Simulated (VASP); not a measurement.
# Sn2Ge (P-3m1) in VASP: relaxation of cell and atoms with PBE

Aim: the relaxation of cell and atoms of Sn2Ge with PBE.

All numbers are computed with VASP 6.6.1; they aren't measurements. Logs are shortened: lines on timing, memory, paths and dates and some standing lists are left out, and cuts for length are marked.

### Step 1. The crystal as given

Symmetry: P-3m1, No. 164, trigonal system. The conventional cell has a = 4.534 Å, b = 4.534 Å, c = 11.062 Å, α = 90.00°, β = 90.00°, γ = 120.00°. Sn (site symmetry 3m) is surrounded by 4 Sn at 2.83 to 2.86 Å. Around Sn (site symmetry 3m) lie 1 Ge at 2.70 Å and 3 Sn at 2.83 Å. Ge (site symmetry 3m) is surrounded by 3 Ge at 2.70 Å and 1 Sn at 2.70 Å.

The cell was built by a generator and needn't be a form met in nature.

### Step 2. Relaxation of cell and atoms, PBE

INCAR

```
SYSTEM = Sn2Ge
  PREC = Accurate
  ENCUT = 520
  EDIFF = 1E-6
  ISMEAR = 0
  SIGMA = 0.1
  LREAL = .FALSE.
  LASPH = .TRUE.
  NELM = 120
  ALGO = Normal
  ISIF = 3
  LWAVE = .FALSE.
  LCHARG = .FALSE.
  GGA = PE
  IBRION = 2
  NSW = 90
  EDIFFG = -0.01
  KPAR = 4
```

KPOINTS

```
Automatic mesh
0
G
  8 8 4
  0 0 0
```

POSCAR

```
Sn2Ge
1.0
    4.5341908800      0.0000000000      0.0000000000
   -2.2670954400      3.9267244900      0.0000000000
    0.0000000000      0.0000000000     11.0620000000
Sn Ge
4 2
Direct
    0.0000000000      0.0000000000      0.8707286200
    0.3333333300      0.6666666700      0.7735490900
    0.0000000000      0.0000000000      0.1292713800
    0.6666666700      0.3333333300      0.2264509100
    0.3333333300      0.6666666700      0.5293798600
    0.6666666700      0.3333333300      0.4706201400
```

Potentials or basis: VASP PAW PBE potentials, release 64 (Sn_d, Ge_d).

Started as:

```console
$ cat potpaw_PBE.64/Sn_d/POTCAR potpaw_PBE.64/Ge_d/POTCAR > POTCAR
$ mpirun -np 4 vasp_std > vasp.out
```

OUTCAR:

```text
SYSTEM = Sn2Ge
   PREC = Accurate
   ENCUT = 520
   EDIFF = 1E-6
   ISMEAR = 0
   LREAL = .FALSE.
   LASPH = .TRUE.
   NELM = 120
   ISIF = 3
   GGA = PE
   IBRION = 2
   NSW = 90
   EDIFFG = -0.01

 ion  position               nearest neighbor table
   1  0.000  0.000  0.871-   2 2.83   2 2.83   2 2.83   3 2.86
   2  0.333  0.667  0.774-   5 2.70   1 2.83   1 2.83   1 2.83
   3  0.000  0.000  0.129-   4 2.83   4 2.83   4 2.83   1 2.86
   4  0.667  0.333  0.226-   6 2.70   3 2.83   3 2.83   3 2.83
   5  0.333  0.667  0.529-   6 2.70   6 2.70   6 2.70   2 2.70
   6  0.667  0.333  0.471-   5 2.70   5 2.70   5 2.70   4 2.70

  LATTYP: Found a hexagonal cell.
 ALAT       =     4.5341908800
 C/A-ratio  =     2.4396855564

  Lattice vectors:

 A1 = (   4.5341908800,   0.0000000000,   0.0000000000)
 A2 = (  -2.2670954400,   3.9267244900,   0.0000000000)
 A3 = (   0.0000000000,   0.0000000000,  11.0620000000)

Analysis of symmetry for initial positions (statically):
=====================================================================
 Subroutine PRICEL returns:
 Original cell was already a primitive cell.

 Routine SETGRP: Setting up the symmetry group for a
 hexagonal supercell.

 Subroutine GETGRP returns: Found 12 space group operations
 (whereof 12 operations were pure point group operations)
 out of a pool of 24 trial point group operations.

The static configuration has the point symmetry D_3d.

Analysis of symmetry for dynamics (positions and initial velocities):
=====================================================================
 Subroutine PRICEL returns:
 Original cell was already a primitive cell.

 Routine SETGRP: Setting up the symmetry group for a
 hexagonal supercell.

 Subroutine GETGRP returns: Found 12 space group operations
 (whereof 12 operations were pure point group operations)
 out of a pool of 24 trial point group operations.

The dynamic configuration has the point symmetry D_3d.

 Subroutine INISYM returns: Found 12 space group operations
 (whereof 12 operations are pure point group operations),
 and found     1 'primitive' translations

----------------------------------------------------------------------------------------

                                     Primitive cell

  volume of cell :     196.9536

  direct lattice vectors                    reciprocal lattice vectors
     4.534190880  0.000000000  0.000000000     0.220546516  0.127332590  0.000000000
    -2.267095440  3.926724490  0.000000000     0.000000000  0.254665180  0.000000000
     0.000000000  0.000000000 11.062000000     0.000000000  0.000000000  0.090399566

  length of vectors
     4.534190880  4.534190882 11.062000000     0.254665180  0.254665180  0.090399566

  position of ions in fractional coordinates (direct lattice)
     0.000000000  0.000000000  0.870728620
     0.333333330  0.666666670  0.773549090
     0.000000000  0.000000000  0.129271380
     0.666666670  0.333333330  0.226450910
     0.333333330  0.666666670  0.529379860
     0.666666670  0.333333330  0.470620140

  ion indices of the primitive-cell ions
   primitive index   ion index
                 1           1
                 2           2
                 3           3
                 4           4
                 5           5
                 6           6

----------------------------------------------------------------------------------------

 KPOINTS: Automatic mesh

Automatic generation of k-mesh.
 Grid dimensions read from file:
 generate k-points for:    8    8    4

 Generating k-lattice:

  Cartesian coordinates                     Fractional coordinates (reciprocal lattice)
     0.027568314  0.015916574  0.000000000     0.125000000 -0.000000000  0.000000000
     0.000000000  0.031833148  0.000000000     0.000000000  0.125000000  0.000000000
     0.000000000  0.000000000  0.022599892     0.000000000  0.000000000  0.250000000

  Length of vectors
     0.031833148  0.031833148  0.022599892

  Shift w.r.t. Gamma in fractional coordinates (k-lattice)
     0.000000000  0.000000000  0.000000000

 Subroutine IBZKPT returns following result:
 ===========================================

 Found     35 irreducible k-points:

 Following reciprocal coordinates:
            Coordinates               Weight
  0.000000  0.000000  0.000000      1.000000
  0.125000  0.000000  0.000000      6.000000
  0.250000  0.000000  0.000000      6.000000
  0.375000  0.000000  0.000000      6.000000
  0.500000  0.000000  0.000000      3.000000
  0.125000  0.125000  0.000000      6.000000
[... 16 lines left out ...]
 -0.125000  0.500000  0.250000     12.000000
  0.250000  0.250000  0.250000     12.000000
 [... further k-points ...]
   k-points           NKPTS =     35   k-points in BZ     NKDIM =     35   number of bands    NBANDS=     50
   number of dos      NEDOS =    301   number of ions     NIONS =      6
   total plane-waves  NPLWV = 108864
   dimension x,y,z NGX =    36 NGY =   36 NGZ =   84
   dimension x,y,z NGXF=    72 NGYF=   72 NGZF=  168
   ions per type =               4   2
   NGX,Y,Z   is equivalent  to a cutoff of  13.20, 13.20, 12.62 a.u.
   NGXF,Y,Z  is equivalent  to a cutoff of  26.40, 26.40, 25.25 a.u.
 SYSTEM =  Sn2Ge
   PREC   = accura    normal or accurate (medium, high low for compatibility)
   ISTART =      0    job   : 0-new  1-cont  2-samecut
   ICHARG =      2    charge: 1-file 2-atom 10-const
   ISPIN  =      1    spin polarized calculation?
   LNONCOLLINEAR =      F non collinear calculations
   LSORBIT =      F    spin-orbit coupling
   LASPH  =      T    aspherical Exc in radial PAW
   ENCUT  =  520.0 eV  38.22 Ry    6.18 a.u.   8.43  8.43 20.57*2*pi/ulx,y,z
   NELM   =    120;   NELMIN=  2; NELMDL= -5     # of ELM steps
   EDIFF  = 0.1E-05   stopping-criterion for ELM
   LREAL  =      F    real-space projection
   EDIFFG = -.1E-01   stopping-criterion for IOM
   NSW    =     90    number of steps for IOM
   IBRION =      2    ionic relax: 0-MD 1-quasi-New 2-CG
   NFREE  =      1    steps in history (QN), initial steepest desc. (CG)
   ISIF   =      3    stress and relaxation
   ISYM   =      2    0-nonsym 1-usesym 2-fastsym
   POTIM  = 0.5000    time-step for ionic-motion
   TEBEG  =    0.0;   TEEND  =   0.0 temperature during run
   PSTRESS=    0.0 pullay stress
   NELECT =      84.0000    total number of electrons
   NUPDOWN=      -1.0000    fix difference up-down
   EMIN   =  10.00;   EMAX   =-10.00  energy-range for DOS
   EFERMI =   0.00;   METHOD = LEGACY
   ISMEAR =     0;   SIGMA  =   0.10  broadening in eV -4-tet -1-fermi 0-gaus
   EFERMI_NEDOS =   21; number of points for ismear=-14 and -15
   IALGO  =     38    algorithm
   IMIX   =      4    mixing-type and parameters
     AMIX     =   0.40;   BMIX     =  1.00
     AMIX_MAG =   1.60;   BMIX_MAG =  1.00
  volume/ion in A,a.u.               =      32.83       221.52
  Fermi-wavevector in a.u.,A,eV,Ry     =   1.232291  2.328692 20.661008  1.518541
  Thomas-Fermi vector in A             =   2.367067
   LORBIT       =      0    0 simple, 1 ext, 2 COOP (PROOUT), +10 PAW based schemes
   GGA     = PE    functional components
   LHFCALC =     F    Hartree Fock is set to
   AEXX    =    0.0000 exact exchange contribution
   IVDW    =     0    specifies the selected vdW correction
   LEPSILON=     F    determine dielectric tensor
   LRPA    =     F    only Hartree local field effects (RPA)
 conjugate gradient relaxation of ions
 non-spin polarized calculation
 Gauss-broadening in eV      SIGMA  =   0.10
  energy-cutoff  :      520.00
  volume of cell :      196.95
 maximum number of plane-waves:      5363
 NGX is ok and might be reduce to    36
   NGX = 17   NGY = 17   NGZ = 41

--------------------------------------- Ionic step        1  -------------------------------------------

 number of electron      84.0000015 magnetization

 Free energy of the ion-electron system (eV)
  ---------------------------------------------------
  ext. energy  EPLUGINS =         0.00000000
  ---------------------------------------------------
  free energy    TOTEN  =       -23.88216528 eV

  energy without entropy =      -23.87156946  energy(sigma->0) =      -23.87686737

------------------------ aborting loop because EDIFF is reached ----------------------------------------

  FORCE on cell =-STRESS in cart. coord.  units (eV):
  Direction    XX          YY          ZZ          XY          YZ          ZX
  --------------------------------------------------------------------------------------
  -------------------------------------------------------------------------------------
  Total       -0.5818595     -0.5818595     -0.0792097      0.0000000      0.0000000      0.0000000
  in kB       -4.7333090     -4.7333090     -0.6443550      0.0000000      0.0000000      0.0000000
  external PRESSURE =      -3.3703243 kB  Pullay stress =       0.0000000 kB
[... 265 lines left out ...]
  energy  without entropy=      -23.8759708324  energy(sigma->0) =      -23.88118779

--------------------------------------- Ionic step        8  -------------------------------------------

 number of electron      84.0000025 magnetization

 Free energy of the ion-electron system (eV)
  ---------------------------------------------------
  ext. energy  EPLUGINS =         0.00000000
  ---------------------------------------------------
  free energy    TOTEN  =       -23.88640555 eV

  energy without entropy =      -23.87598000  energy(sigma->0) =      -23.88119278

 E-fermi :   4.7152     XC(G=0):  -8.8549

 val. band max:        4.6998553319   @ k =   0.1250   0.0000   0.2500
 cond. band min:       4.7178857194   @ k =   0.0000   0.0000   0.0000
 fundamental gap:      0.0180303875
 Fermi energy:         4.7152281973

 k-point     1 :       0.0000    0.0000    0.0000
  band No.  band energies     occupation
      1     -20.0696      2.00000
      2     -20.0696      2.00000
      3     -20.0400      2.00000
      4     -20.0400      2.00000
      5     -20.0366      2.00000
      6     -19.9943      2.00000
[... 1261 lines left out ...]
     49       8.9437      0.00000
     50       9.2641      0.00000

 [... further k-points ...]

------------------------ aborting loop because EDIFF is reached ----------------------------------------

  FORCE on cell =-STRESS in cart. coord.  units (eV):
  Direction    XX          YY          ZZ          XY          YZ          ZX
  --------------------------------------------------------------------------------------
  -------------------------------------------------------------------------------------
  Total        0.0482932      0.0482932     -0.0112395     -0.0000000      0.0000000      0.0000000
  in kB        0.3964355      0.3964355     -0.0922646     -0.0000000      0.0000000      0.0000000
  external PRESSURE =       0.2335354 kB  Pullay stress =       0.0000000 kB
[... 21 lines left out ...]
  FREE ENERGIE OF THE ION-ELECTRON SYSTEM (eV)
  ---------------------------------------------------
  free  energy   TOTEN  =       -23.8864055539 eV

  energy  without entropy=      -23.8759799989  energy(sigma->0) =      -23.88119278

 reached required accuracy - stopping structural energy minimisation
```

Run time: 7.9 min. Hardware: 4 MPI ranks of Intel Xeon Platinum 8175M at 2.50GHz (Skylake/Cascade Lake), shared host; peak memory 0.51 GiB.

Results:

```yaml
Free_energy: -23.8864 eV
Relaxed_volume: 32.53 Å³/atom
Relaxed_cell: a = 4.503 Å, b = 4.503 Å, c = 11.116 Å, α = 90.00°, β = 90.00°, γ = 120.00°
Space_group_after_relaxing_to_0.05_Å: P-3m1 (No. 164)
Energy_gained_by_relaxing: 0.7 meV/atom
Ionic_steps: 8
Pressure_after_relaxing: 0.0 GPa
Largest_force_after_relaxing: 0.006 eV/Å
Band_gap_on_the_k_mesh: none (metal or under the smearing width)
```

Forces in eV/Å, atoms in the order of the input:
```
Sn   0.000  0.000  0.006
Sn   0.000  0.000 -0.004
Sn   0.000  0.000 -0.006
Sn   0.000  0.000  0.004
Ge   0.000  0.000  0.005
Ge   0.000  0.000 -0.005
```

Step by step:
```tsv
step	energy change (eV)	largest force (eV/Å)	pressure (GPa)	volume (Å³)
1	0.0000	0.0454	-0.34	196.95
2	-0.0028	0.0468	0.08	194.99
3	-0.0028	0.0482	0.05	195.06
4	-0.0035	0.0336	0.04	195.13
5	-0.0042	0.0106	0.00	195.29
6	-0.0042	0.0122	-0.01	195.30
7	-0.0042	0.0136	-0.02	195.30
8	-0.0042	0.0059	0.02	195.17
```

Final structure:
```yaml
crystal:
  lattice:
    - [4.50266, 0.00000, 0.00000]
    - [-2.25133, 3.89942, 0.00000]
    - [0.00000, 0.00000, 11.11614]
  atoms:
    - { symbol: Sn, position: [0.00000, 0.00000, 0.87146] }
    - { symbol: Sn, position: [0.33333, 0.66667, 0.77295] }
    - { symbol: Sn, position: [0.00000, 0.00000, 0.12854] }
    - { symbol: Sn, position: [0.66667, 0.33333, 0.22705] }
    - { symbol: Ge, position: [0.33333, 0.66667, 0.53045] }
    - { symbol: Ge, position: [0.66667, 0.33333, 0.46955] }
```

Levels at points of the mesh, in eV from the Fermi level:
```tsv
k point	band 40	band 41	band 42	band 43	band 44	band 45
(0.00, 0.00, 0.00)	-0.43	0.00	0.21	0.36	0.36	0.97
(0.50, 0.00, 0.00)	-2.35	-1.43	-1.21	0.52	0.85	1.40
(0.00, 0.00, 0.50)	-0.20	-0.20	0.06	0.06	0.93	1.27
(0.50, 0.00, 0.50)	-1.77	-1.09	-0.88	-0.25	0.86	1.53
```
